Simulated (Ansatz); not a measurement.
**HgS: how the settings move a relaxation**

Question: which choices in the input matter for HgS?

Method: reference: DFT, LDA, PAW with Ansatz's default frozen-core files, scalar-relativistic; relaxation of cell and atoms, in Ansatz 0.2.0.

2 further runs of the same task are left out: 2 that didn't finish.

## (1) The system as given

Symmetry: F-43m, No. 216, cubic system. The conventional cell has a = 5.812 Å, b = 5.812 Å, c = 5.812 Å, α = 90.00°, β = 90.00°, γ = 90.00°. Hg (site symmetry -43m) has 4 S at 2.52 Å as nearest neighbours. S (site symmetry -43m) is surrounded by 4 Hg at 2.52 Å.

As a file:

```
CELL_PARAMETERS angstrom
0.00000 2.90597 2.90597
2.90597 0.00000 2.90597
2.90597 2.90597 0.00000
ATOMIC_POSITIONS crystal
Hg 0.00000 0.00000 0.00000
S 0.75000 0.75000 0.75000
```

## (2) Reference

The input, input.yaml:

```yaml
crystal:
  lattice:
    - [0.0, 2.90597265951, 2.90597265951]
    - [2.90597265951, 0.0, 2.90597265951]
    - [2.90597265951, 2.90597265951, 0.0]
  atoms:
    - { symbol: Hg, position: [0.0, 0.0, 0.0] }
    - { symbol: S, position: [0.75, 0.75, 0.75] }
kpoints:
  mp_grid: { grid: [14, 14, 14] }
scf:
  occupations: { method: fermi_dirac, width: 0.05 }
hamiltonian:
  xc: lda
  pseudopotentials: { kind: paw }
relax:
  f_tol: 0.002
  max_steps: 80
  cell: { p_target: 30 }
output:
  forces: true
  stress: true
```

Run with:

```
ansatz run input.yaml --threads 1 --pin off --max-ram 1228MiB --backend cpu --events-out ev --progress --plain --runs-dir out
```

## (3) Variant: preconditioner ldos, ecutrho_ratio 8

input.yaml, as its differences from that of step 2:

```diff
@@ -12,2 +12,3 @@
   occupations: { method: fermi_dirac, width: 0.05 }
+  mixing: { preconditioner: ldos }
 hamiltonian:
@@ -22 +23,3 @@
   stress: true
+basis:
+  ecutrho_ratio: 8
```

What does the calculation give? Wanted: for each run, ending; energy change; pressure; gap; force.

As calculated:

| run | ending | energy change | pressure (GPa) | gap (eV) | force (eV/Å) | cycles | time |
| --- | --- | --- | --- | --- | --- | --- | --- |
| reference | converged | 0 | 30.0 | 0.00 | 0.00 | 36 | 67 s |
| 1: preconditioner ldos, ecutrho_ratio 8 | converged | 0.0 meV/atom | 30.0 | 0.00 | 0.00 | 39 | 82 s |

What this shows: Same state: the changed mixing leaves the energy within 0.5 meV/atom. Cost: 39 SCF cycles against 36. Semilocal functionals close small gaps, so the missing gap need not be the real solid's.
